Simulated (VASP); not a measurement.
# Hf (Im-3m) in VASP: further runs, part 2 of 2

VASP 6.6.1. The steps go on from the part before.

**3. Relaxation of cell and atoms, PBEsol, target pressure 75 GPa, at which the enthalpy is minimised**

This run uses another cell than the first one, of 14.47 Å³/atom, 0.917 times its volume.

The input, INCAR:

```
SYSTEM = Hf
PREC = Accurate
ENCUT = 250
EDIFF = 1E-7
ISMEAR = 0
SIGMA = 0.1
LREAL = .FALSE.
LASPH = .TRUE.
NELM = 80
ALGO = Fast
ISIF = 3
LWAVE = .FALSE.
LCHARG = .FALSE.
GGA = PS
IBRION = 2
NSW = 80
EDIFFG = -0.002
PSTRESS = 750.0
```

The input, KPOINTS:

```
Automatic mesh
0
G
  16 16 16
  0 0 0
```

The input, POSCAR:

```
Hf                                      
1.0
   -1.5352163391      1.5352163391      1.5352163391
    1.5352163391     -1.5352163391      1.5352163391
    1.5352163391      1.5352163391     -1.5352163391
  Hf            
     1
Direct
     0.0000000000000000    0.0000000000000000    0.0000000000000000
```

Potentials or basis: VASP PAW PBE potentials, release 64 (Hf_pv).

Run with:

```
cat potpaw_PBE.64/Hf_pv/POTCAR > POTCAR
mpirun -np 1 vasp_std > vasp.out
```

OUTCAR:

```text
SYSTEM = Hf
   PREC = Accurate
   ENCUT = 250
   EDIFF = 1E-7
   ISMEAR = 0
   LREAL = .FALSE.
   LASPH = .TRUE.
   NELM = 80
   ISIF = 3
   GGA = PS
   IBRION = 2
   NSW = 80
   EDIFFG = -0.002
   PSTRESS = 750.0

 ion  position               nearest neighbor table
   1  0.000  0.000  0.000-

  LATTYP: Found a body centered cubic cell.
 ALAT       =     3.0704326782

  Lattice vectors:

 A1 = (  -1.5352163391,   1.5352163391,   1.5352163391)
 A2 = (   1.5352163391,  -1.5352163391,   1.5352163391)
 A3 = (   1.5352163391,   1.5352163391,  -1.5352163391)

Analysis of symmetry for initial positions (statically):
=====================================================================
 Subroutine PRICEL returns:
 Original cell was already a primitive cell.

 Routine SETGRP: Setting up the symmetry group for a
 body centered cubic supercell.

 Subroutine GETGRP returns: Found 48 space group operations
 (whereof 48 operations were pure point group operations)
 out of a pool of 48 trial point group operations.

The static configuration has the point symmetry O_h .

Analysis of symmetry for dynamics (positions and initial velocities):
=====================================================================
 Subroutine PRICEL returns:
 Original cell was already a primitive cell.

 Routine SETGRP: Setting up the symmetry group for a
 body centered cubic supercell.

 Subroutine GETGRP returns: Found 48 space group operations
 (whereof 48 operations were pure point group operations)
 out of a pool of 48 trial point group operations.

The dynamic configuration has the point symmetry O_h .

 Subroutine INISYM returns: Found 48 space group operations
 (whereof 48 operations are pure point group operations),
 and found     1 'primitive' translations

----------------------------------------------------------------------------------------

                                     Primitive cell

  volume of cell :      14.4733

  direct lattice vectors                    reciprocal lattice vectors
    -1.535216339  1.535216339  1.535216339     0.000000000  0.325686998  0.325686998
     1.535216339 -1.535216339  1.535216339     0.325686998  0.000000000  0.325686998
     1.535216339  1.535216339 -1.535216339     0.325686998  0.325686998  0.000000000

  length of vectors
     2.659072700  2.659072700  2.659072700     0.460590969  0.460590969  0.460590969

  position of ions in fractional coordinates (direct lattice)
     0.000000000  0.000000000  0.000000000

  ion indices of the primitive-cell ions
   primitive index   ion index
                 1           1

----------------------------------------------------------------------------------------

 KPOINTS: Automatic mesh

Automatic generation of k-mesh.
 Grid dimensions read from file:
 generate k-points for:   16   16   16

 Generating k-lattice:

  Cartesian coordinates                     Fractional coordinates (reciprocal lattice)
     0.000000000  0.020355437  0.020355437     0.062500000  0.000000000  0.000000000
     0.020355437  0.000000000  0.020355437     0.000000000  0.062500000  0.000000000
     0.020355437  0.020355437  0.000000000     0.000000000  0.000000000  0.062500000

[... 45 lines left out ...]
   NGXF,Y,Z  is equivalent  to a cutoff of  17.51, 17.51, 17.51 a.u.
 SYSTEM =  Hf
   PREC   = accura    normal or accurate (medium, high low for compatibility)
   ISTART =      0    job   : 0-new  1-cont  2-samecut
   ICHARG =      2    charge: 1-file 2-atom 10-const
   ISPIN  =      1    spin polarized calculation?
   LNONCOLLINEAR =      F non collinear calculations
   LSORBIT =      F    spin-orbit coupling
   LASPH  =      T    aspherical Exc in radial PAW
   ENCUT  =  250.0 eV  18.37 Ry    4.29 a.u.   3.43  3.43  3.43*2*pi/ulx,y,z
   NELM   =     80;   NELMIN=  2; NELMDL= -5     # of ELM steps
   EDIFF  = 0.1E-06   stopping-criterion for ELM
   LREAL  =      F    real-space projection
   EDIFFG = -.2E-02   stopping-criterion for IOM
   NSW    =     80    number of steps for IOM
   IBRION =      2    ionic relax: 0-MD 1-quasi-New 2-CG
   NFREE  =      1    steps in history (QN), initial steepest desc. (CG)
   ISIF   =      3    stress and relaxation
   ISYM   =      2    0-nonsym 1-usesym 2-fastsym
   POTIM  = 0.5000    time-step for ionic-motion
   TEBEG  =    0.0;   TEEND  =   0.0 temperature during run
   PSTRESS=  750.0 pullay stress
   NELECT =      10.0000    total number of electrons
   NUPDOWN=      -1.0000    fix difference up-down
   EMIN   =  10.00;   EMAX   =-10.00  energy-range for DOS
   EFERMI =   0.00;   METHOD = LEGACY
   ISMEAR =     0;   SIGMA  =   0.10  broadening in eV -4-tet -1-fermi 0-gaus
   EFERMI_NEDOS =   21; number of points for ismear=-14 and -15
   IALGO  =     68    algorithm
   IMIX   =      4    mixing-type and parameters
     AMIX     =   0.40;   BMIX     =  1.00
     AMIX_MAG =   1.60;   BMIX_MAG =  1.00
  volume/ion in A,a.u.               =      14.47        97.67
  Fermi-wavevector in a.u.,A,eV,Ry     =   1.447278  2.734959 28.498943  2.094613
  Thomas-Fermi vector in A             =   2.565251
   LORBIT       =      0    0 simple, 1 ext, 2 COOP (PROOUT), +10 PAW based schemes
   GGA     = PS    functional components
   LHFCALC =     F    Hartree Fock is set to
   AEXX    =    0.0000 exact exchange contribution
   IVDW    =     0    specifies the selected vdW correction
   LEPSILON=     F    determine dielectric tensor
   LRPA    =     F    only Hartree local field effects (RPA)
 conjugate gradient relaxation of ions
 non-spin polarized calculation
 RMM-DIIS sequential band-by-band and
 Gauss-broadening in eV      SIGMA  =   0.10
  energy-cutoff  :      250.00
  volume of cell :       14.47
 maximum number of plane-waves:       140
 NGX is ok and might be reduce to    14
   NGX =  7   NGY =  7   NGZ =  7

--------------------------------------- Ionic step        1  -------------------------------------------

 number of electron      10.0000013 magnetization

 Free energy of the ion-electron system (eV)
  ---------------------------------------------------
  ext. energy  EPLUGINS =         0.00000000
  ---------------------------------------------------
  free energy    TOTEN  =        -9.11883736 eV

  energy without entropy =       -9.11535067  energy(sigma->0) =       -9.11709401

------------------------ aborting loop because EDIFF is reached ----------------------------------------

  FORCE on cell =-STRESS in cart. coord.  units (eV):
  Direction    XX          YY          ZZ          XY          YZ          ZX
  --------------------------------------------------------------------------------------
  -------------------------------------------------------------------------------------
  Total        6.7569294      6.7569294      6.7569294      0.0000000      0.0000000     -0.0000000
  in kB      747.9821292    747.9821292    747.9821292      0.0000000      0.0000000     -0.0000000
  external PRESSURE =      -2.0178708 kB  Pullay stress =     750.0000000 kB
[... 61 lines left out ...]
--------------------------------------- Ionic step        3  -------------------------------------------

 number of electron      10.0000013 magnetization

 Free energy of the ion-electron system (eV)
  ---------------------------------------------------
  ext. energy  EPLUGINS =         0.00000000
  ---------------------------------------------------
  free energy    TOTEN  =        -9.11506345 eV

  energy without entropy =       -9.11158644  energy(sigma->0) =       -9.11332495

 E-fermi :   7.8565     XC(G=0): -13.5536

 val. band max:        7.8220122890   @ k =   0.1875   0.1250  -0.0000
 cond. band min:       7.8745813891   @ k =  -0.3125   0.3125   0.1250
 fundamental gap:      0.0525691001
 Fermi energy:         7.8564862358

 k-point     1 :       0.0000    0.0000    0.0000
  band No.  band energies     occupation
      1     -20.2698      2.00000
      2     -20.2698      2.00000
      3     -20.2698      2.00000
      4      -0.2820      2.00000
      5       9.4491      0.00000
      6       9.4491      0.00000
      7       9.4491      0.00000
      8      13.6941      0.00000
      9      13.6941      0.00000
[... 265 lines left out ...]
 k-point    24 :       0.2500    0.1875    0.0000
  band No.  band energies     occupation
      1     -22.7323      2.00000
      2     -21.2969      2.00000
      3     -20.5567      2.00000
      4       4.3661      2.00000
      5       6.6738      2.00000
      6       8.1280      0.00012
      7      12.8873      0.00000
      8      15.4248      0.00000
      9      18.1108      0.00000

 [... further k-points ...]

------------------------ aborting loop because EDIFF is reached ----------------------------------------

  FORCE on cell =-STRESS in cart. coord.  units (eV):
  Direction    XX          YY          ZZ          XY          YZ          ZX
  --------------------------------------------------------------------------------------
  -------------------------------------------------------------------------------------
  Total        6.7711615      6.7711615      6.7711615     -0.0000000      0.0000000     -0.0000000
  in kB      749.9759146    749.9759146    749.9759146     -0.0000000      0.0000000     -0.0000000
  external PRESSURE =      -0.0240854 kB  Pullay stress =     750.0000000 kB
[... 20 lines left out ...]
  energy  without entropy=       -9.1115864440  energy(sigma->0) =       -9.11332495

  enthalpy is  TOTEN    =        -2.3436844932 eV   P V=        6.7713789535

 reached required accuracy - stopping structural energy minimisation
```

OSZICAR:

```text
N       E                     dE             d eps       ncg     rms          rms(c)
DAV:   1     0.463065606912E+00    0.46307E+00   -0.41380E+03  2764   0.617E+02
[... 24 lines left out ...]
RMM:   2    -0.911511498557E+01    0.13432E-03   -0.14522E-04  2610   0.119E-01    0.821E-02
RMM:   3    -0.911506557097E+01    0.49415E-04   -0.11019E-04  2623   0.951E-02    0.360E-02
RMM:   4    -0.911506373894E+01    0.18320E-05   -0.70790E-06  2617   0.279E-02    0.655E-03
RMM:   5    -0.911506351900E+01    0.21993E-06   -0.16421E-06  2593   0.124E-02    0.290E-03
RMM:   6    -0.911506362929E+01   -0.11029E-06   -0.24315E-07  1942   0.439E-03    0.142E-03
RMM:   7    -0.911506346616E+01    0.16313E-06   -0.68028E-08  1688   0.227E-03    0.242E-04
RMM:   8    -0.911506344667E+01    0.19497E-07   -0.10879E-08  1301   0.805E-04
   3 F= -.23436845E+01 E0= -.23419460E+01  d E =-.508063E-05
```

CONTCAR:

```text
Hf
   1.00000000000000
    -1.5349308527193817    1.5349308527193817    1.5349308527193817
     1.5349308527193817   -1.5349308527193817    1.5349308527193817
     1.5349308527193817    1.5349308527193817   -1.5349308527193817
  Hf
     1
Direct
     0.0000000000000000    0.0000000000000000    0.0000000000000000

  0.00000000E+00  0.00000000E+00  0.00000000E+00
```

It took 11 s on 1 thread of Intel Xeon Platinum 8488C (Sapphire Rapids), shared host; peak memory 0.11 GiB.

These settings aren't checked as converged: the numbers below hold their error.

Results:

```
Free energy                                            : -9.1151 eV
Relaxed volume                                         : 14.47 Å³/atom
Relaxed cell                                           : a = 2.659 Å, b = 2.659 Å, c = 2.659 Å, α = 109.47°, β = 109.47°, γ = 109.47°
Space group after relaxing (to 0.05 Å)                 : Im-3m (No. 229)
Energy change on relaxing (the enthalpy is what falls) : +3.8 meV/atom
Ionic steps                                            : 3
Band gap on the k mesh                                 : none (metal or under the smearing width)
```

Caveat: the cutoff is under 1.25 times the usual one of these potentials, so pressure, stress and relaxed cells hold a basis-set (Pulay) error; the cell is relaxed towards a set pressure, so the enthalpy falls and the energy may rise; the PAW data sets were made with another functional, which shifts forces and pressure a little.
